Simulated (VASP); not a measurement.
# Ir: intraband terms of a metal's spectrum

Ir, P6_3/mmc (no. 194), 2 atoms in the cell. PBE, independent-particle dielectric function; PAW potentials Ir (PBE set).

## Input

INCAR.step1:
```
  PREC = Accurate
  ENCUT = 250
  ISMEAR = 1
  SIGMA = 0.1
  EDIFF = 1E-7
  LASPH = T
  KPAR = 4
  LWAVE = F
  LCHARG = T
  LMAXMIX = 4
```

INCAR.step2:
```
  PREC = Accurate
  ENCUT = 250
  ISMEAR = 0
  SIGMA = 0.3
  EDIFF = 1E-6
  LASPH = T
  KPAR = 4
  LWAVE = T
  LCHARG = F
  LMAXMIX = 4
  ICHARG = 11
  NBANDS = 27
  NEDOS = 3000
  OMEGAMAX = 30
  CSHIFT = 0.1
```

INCAR.step3, as INCAR.step2 but for:
```
- LWAVE = T
+ LWAVE = F
+ LOPTICS = T
+ ALGO = None
+ NELM = 1
+ ISTART = 1
```

INCAR.step4, as INCAR.step3 but for:
```
+ WPLASMAI = 0.03
```

INCAR.step5 to INCAR.step6 change the same tag again: WPLASMAI = 0.1, 0.3.

INCAR.step7, as INCAR.step6 but for:
```
- WPLASMAI = 0.3
+ RTIME = 20
```

INCAR.step8, as INCAR.step7 but for:
```
- RTIME = 20
+ RTIME = 5
```

INCAR.step9, as INCAR.step8 but for:
```
- RTIME = 5
+ LNABLA = T
```

INCAR.step10, as INCAR.step9 but for:
```
- ISMEAR = 0
- LNABLA = T
+ ISMEAR = -5
```

KPOINTS.step1:
```
k-points
0
Gamma
  11 11 6
```

KPOINTS.step2:
```
k-points
0
Gamma
  17 17 9
```

POSCAR:
```
Ir
1.0
    2.7513778946      0.0000000000      0.0000000000
   -1.3756889473      2.3827631521      0.0000000000
    0.0000000000      0.0000000000      4.4622900000
Ir
2
Direct
    0.3333333333      0.6666666667      0.2500000000
    0.6666666667      0.3333333333      0.7500000000
```

Commands (each step's output is kept before the next begins):
```
cat potpaw_PBE.64/Ir/POTCAR > POTCAR
cp INCAR.step1 INCAR
cp KPOINTS.step1 KPOINTS
mpirun -np 4 vasp_std > vasp.out
cp INCAR.step2 INCAR
cp KPOINTS.step2 KPOINTS
mpirun -np 4 vasp_std > vasp.out
cp INCAR.step3 INCAR
mpirun -np 4 vasp_std > vasp.out
cp INCAR.step4 INCAR
mpirun -np 4 vasp_std > vasp.out
cp INCAR.step5 INCAR
mpirun -np 4 vasp_std > vasp.out
cp INCAR.step6 INCAR
mpirun -np 4 vasp_std > vasp.out
cp INCAR.step7 INCAR
mpirun -np 4 vasp_std > vasp.out
cp INCAR.step8 INCAR
mpirun -np 4 vasp_std > vasp.out
cp INCAR.step9 INCAR
mpirun -np 4 vasp_std > vasp.out
cp INCAR.step10 INCAR
mpirun -np 4 vasp_std > vasp.out
```

## Result

- Bands: 27

One ground state, settings moved in the last step alone:

| Settings | Plasma frequency (eV) | Im ε at 0.5 eV | Im ε at 1 eV | Im ε at 2 eV | Im ε at 4 eV | Time (s) |
|---|---|---|---|---|---|---|
| interband part alone | 8.93 | 59.0 | 42.8 | 31.5 | 15.5 | 13 |
| Drude term, WPLASMAI 0.03 | 8.93 | 78.1 | 45.2 | 31.8 | 15.5 | 14 |
| Drude term, WPLASMAI 0.1 | 8.93 | 120.5 | 50.7 | 32.5 | 15.6 | 13 |
| Drude term, WPLASMAI 0.3 | 8.93 | 199.9 | 64.8 | 34.4 | 15.8 | 13 |
| relaxation time RTIME 20 fs | 8.93 | 80.0 | 45.5 | 31.8 | 15.5 | 13 |
| relaxation time RTIME 5 fs | 8.93 | 137.7 | 53.2 | 32.8 | 15.6 | 13 |
| transversal form (LNABLA) | 7.93 | 46.7 | 34.9 | 26.4 | 13.4 | 12 |
| tetrahedron method | – | – | – | – | – | no result |

Limits: Spin-orbit coupling is left out, which can matter with atoms this heavy.

VASP 6.6.1 took 110 s on 4 cores (Intel Xeon Platinum 8259CL @ 2.50GHz (Skylake/Cascade Lake)), a shared host.
